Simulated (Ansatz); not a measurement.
## Carriers in CdSe (P6_3mc)

```yaml
crystal:
  lattice:
    - [4.30098, 0.00000, 0.00000]
    - [-2.15049, 3.72476, 0.00000]
    - [0.00000, 0.00000, 7.02255]
  atoms:
    - { symbol: Cd, position: [0.33333, 0.66667, 0.00470] }
    - { symbol: Cd, position: [0.66667, 0.33333, 0.50470] }
    - { symbol: Se, position: [0.33333, 0.66667, 0.38030] }
    - { symbol: Se, position: [0.66667, 0.33333, 0.88030] }
```

Computed, not measured; unless marked otherwise by PBEsol, all-electron LAPW in Ansatz 0.2.0, scalar-relativistic. k mesh 6×6×4, fixed occupations, basis error target 1 meV/atom. The cell was relaxed by PAW under this functional.

Extrema are searched on a 10×10×6 mesh and refined by Newton steps; masses come from band slopes 0.005 Å⁻¹ away, 1/m* = (1/ħ²) d²E/dk², negative for holes (the finite step makes the lightest masses up to about 3 % heavy). k is in units of the reciprocal vectors.

Q: Where are the band edges, and is the gap direct?

A: The valence maximum lies at Gamma (0.000, 0.000, 0.000) and the conduction minimum at Gamma (0.000, 0.000, 0.000), so the Kohn-Sham gap of 0.538 eV is direct.

Q: What are the electron masses at the edge?

A: The principal masses are 0.0533, 0.0549, 0.0549 mₑ. One valley has a density-of-states mass (m₁m₂m₃)^(1/3) = 0.0543; the direction-averaged conductivity mass 3/Σ(1/mᵢ) is 0.0543 mₑ.

Q: Several bands lie at or near the hole edge, or its surface isn't an ellipsoid. What are the masses by direction?

A: 

| direction | branch from the edge | its level at the point (eV from the edge) | m*/mₑ |
| --- | --- | --- | --- |
| x | 1 | 0.000 | -1.43 |
| x | 2 | 0.000 | -0.0574 |
| x | 3 | -0.054 | -0.563 |
| y | 1 | 0.000 | -1.43 |
| y | 2 | 0.000 | -0.0574 |
| y | 3 | -0.054 | -0.563 |
| z | 1 | 0.000 | -1.45 |
| z | 2 | 0.000 | -1.45 |
| z | 3 | -0.054 | -0.0519 |
| x+y | 1 | 0.000 | -1.43 |
| x+y | 2 | 0.000 | -0.0574 |
| x+y | 3 | -0.054 | -0.563 |
| x+z | 1 | 0.000 | -1.44 |
| x+z | 2 | 0.000 | -0.113 |
| x+z | 3 | -0.054 | -0.0929 |
| y+z | 1 | 0.000 | -1.44 |
| y+z | 2 | 0.000 | -0.113 |
| y+z | 3 | -0.054 | -0.0929 |
| x+y+z | 1 | 0.000 | -1.44 |
| x+y+z | 2 | 0.000 | -0.086 |
| x+y+z | 3 | -0.054 | -0.128 |

Q: Along the Cartesian direction y+z the conduction slope is 0.7047 eV·Å one step out. What is it four steps out, and what does that say?

A: 2.588 eV·Å, 3.673 times the first; a parabola would give 4, so the band flattens (non-parabolic).

Q: What gap does PAW give in the same cell?

A: 0.537 eV, -1 meV from the LAPW value.

Q: Cells strained by ±0.5 % (all lengths, zz alone, equal engineering shears γ in yz, zx, xy; ions relaxed) give deformation potentials. How do the edge levels move, in eV per unit strain against the centre of the top valence set?

A: 

| point | k | side | bands | level (eV) | d/dlnV | d/dε_zz | d/dγ | split/ε_zz | split/γ |
| --- | --- | --- | --- | --- | --- | --- | --- | --- | --- |
| Gamma | 0.00 0.00 0.00 | valence | 2 | 0.000 | 0.00 | 0.00 | 0.00* | 0.00 | 3.44 |
| Gamma | 0.00 0.00 0.00 | conduction | 1 | 0.538 | -2.07 | -3.88 | -0.05* | – | – |
| A | 0.00 0.00 -0.50 | conduction | 2 | 2.276 | -1.80 | -0.89 | -0.05 | 0.00 | 0.01 |
| M | -0.50 0.00 0.00 | valence | 1 | -0.766 | 1.42 | 1.37 | 2.87 | – | – |
| M | -0.50 0.50 0.00 | valence | 1 | -0.766 | 1.42 | 1.37 | -2.96 | – | – |
| M | 0.00 -0.50 0.00 | valence | 1 | -0.766 | 1.42 | 1.37 | -0.05 | – | – |
| L | -0.50 0.00 -0.50 | conduction | 2 | 2.827 | -0.33 | -3.94 | 0.86 | 0.00 | 6.97 |
| L | -0.50 0.50 -0.50 | conduction | 2 | 2.827 | -0.33 | -3.94 | -0.96 | 0.00 | 1.87 |
| L | 0.00 -0.50 -0.50 | conduction | 2 | 2.827 | -0.33 | -3.94 | -0.05 | 0.00 | 5.10 |

Sets with another level within 0.15 eV are left out, since it mixes in under strain; the reference set stays in any case. Entries marked * vanish by symmetry to first order; what they show is the residue of the finite step. These cells use a basis error target of 0.5 meV/atom.

Limits of these numbers: no spin-orbit coupling on heavy atoms; semilocal gaps are low, and what follows the gap (onsets, screening, light masses) shifts with it; without spin-orbit coupling, bands that meet at the valence top are not the light and heavy holes of experiment; the frozen-core PAW files of the compared runs were fitted under PBE, their cores solved anew for this functional.
